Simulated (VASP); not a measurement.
The system is InSe.

```xyz
4
Lattice="2.0000 1.1547 8.4400 -2.0000 1.1547 8.4400 0.0000 -2.3094 8.4400" Properties=species:S:1:pos:R:3 pbc="T T T"
In    0.0000    0.0000    0.0000
In    0.0000    0.0000    2.8206
Se    0.0000    0.0000   15.6098
Se    0.0000    0.0000   20.9675
```

- Program: VASP 6.6.1
- Task: relaxation of cell and atoms
- Functional: PBEsol
- Dispersion: D3(BJ)
- Potentials or basis: VASP PAW PBE potentials, release 64 (In_d, Se)
- Cutoff: 520 eV
- k mesh: 9 × 9 × 9
- Occupations: gaussian, width 0.02 eV
- Spin: no spin polarisation

At the start: pressure -1.4 GPa; volume 29.24 Å³/atom.

**Question.** How do energy, volume and symmetry change on relaxing?

**Answer.** Over 4 steps the energy falls by 7.6 meV/atom and the volume is 28.19 Å³/atom (-3.6 %); space group R3m (No. 160, to 0.05 Å).

Step by step:
```tsv
step	energy change (eV)	largest force (eV/Å)	pressure (GPa)	volume (Å³)
1	0.0000	0.3092	-1.37	116.95
2	-0.0257	0.2710	0.25	112.75
3	-0.0257	0.2676	0.22	112.83
4	-0.0305	0.1401	-0.13	112.78
```

Final structure:
```cif
data_structure
_symmetry_space_group_name_H-M 'P 1'
_symmetry_Int_Tables_number 1
_cell_length_a 8.5867
_cell_length_b 8.5867
_cell_length_c 8.5867
_cell_angle_alpha 26.711
_cell_angle_beta 26.711
_cell_angle_gamma 26.711
_cell_volume 112.78
loop_
_atom_site_label
_atom_site_type_symbol
_atom_site_fract_x
_atom_site_fract_y
_atom_site_fract_z
_atom_site_occupancy
In1 In 0.00081 0.00081 0.00081 1
In2 In 0.11053 0.11053 0.11053 1
Se1 Se 0.61580 0.61580 0.61580 1
Se2 Se 0.82886 0.82886 0.82886 1
```

Caveat: the PAW data sets were made with another functional, which shifts forces and pressure a little.
